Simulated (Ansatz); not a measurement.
## ZnS: kick along a soft mode, then relaxed

These are results of DFT PBE, scalar-relativistic, plane waves, PAW in Ansatz, not measurements. Settings: plane waves to 420 eV, k-mesh 12×12×2 (Γ-centred), Gaussian smearing 0.05 eV. No spin polarisation. Energies are free energies at this smearing, counted from the undisturbed cell; pressure is positive in compression.

The starting cell (relaxed at this level):

```yaml
crystal:
  lattice:
    - [3.84672, 0.00000, 0.00000]
    - [-1.92336, 3.33136, 0.00000]
    - [0.00000, 0.00000, 12.59023]
  atoms:
    - { symbol: Zn, position: [0.00000, 0.00000, 0.00005] }
    - { symbol: Zn, position: [0.00000, 0.00000, 0.50005] }
    - { symbol: Zn, position: [0.33333, 0.66667, 0.25002] }
    - { symbol: Zn, position: [0.66667, 0.33333, 0.75002] }
    - { symbol: S, position: [0.00000, 0.00000, 0.18729] }
    - { symbol: S, position: [0.00000, 0.00000, 0.68729] }
    - { symbol: S, position: [0.33333, 0.66667, 0.43764] }
    - { symbol: S, position: [0.66667, 0.33333, 0.93764] }
```

The atoms are moved along a zone-centre mode of 56 cm⁻¹ (Å):

```csv
atom,ux,uy,uz
Zn1,0.053,0.000,0.000
Zn2,-0.053,0.000,0.000
Zn3,0.150,0.000,0.000
Zn4,-0.150,0.000,0.000
S5,0.135,0.000,0.000
S6,-0.135,0.000,0.000
S7,-0.039,0.000,0.000
S8,0.039,0.000,0.000
```

Cell and atoms are then relaxed.

Problem. Does the relaxation return to the undisturbed structure?

Solution. Yes (up to a choice of domain or origin): same space group and volume, and an energy 0.0 meV/atom from it. The final space group reads P6_3mc (tolerance 0.01 Å) and the volume changes by 0.02 %.

Final structure:

```xyz
8
Lattice="3.8470 0.0001 0.0000 -1.9234 3.3316 0.0000 0.0000 0.0000 12.5905" Properties=species:S:1:pos:R:3 pbc="T T T"
Zn    0.0005    0.0001    0.0009
Zn    1.9232    3.3316    6.2962
Zn    0.0014    2.2211    3.1482
Zn    1.9222    1.1106    9.4435
S    -1.9222    3.3316    2.3578
S     3.8458    0.0001    8.6531
S    -0.0002    2.2210    5.5098
S     1.9238    1.1107   11.8051
```

The relaxation, step by step (energy from the first step; small jumps at an unchanged geometry come where the plane waves are selected anew for the new cell):

```csv
step,ΔE (meV/atom),largest force component (eV/Å),pressure (GPa)
1,0.0,0.113,-0.03
2,-2.5,0.089,-0.07
3,-3.3,0.013,0.07
4,-3.3,0.001,0.00
5,-3.3,0.001,0.00
```

Cost: 1 run of about 7.8 core-minutes, on Arm Neoverse V2 (shared hosts).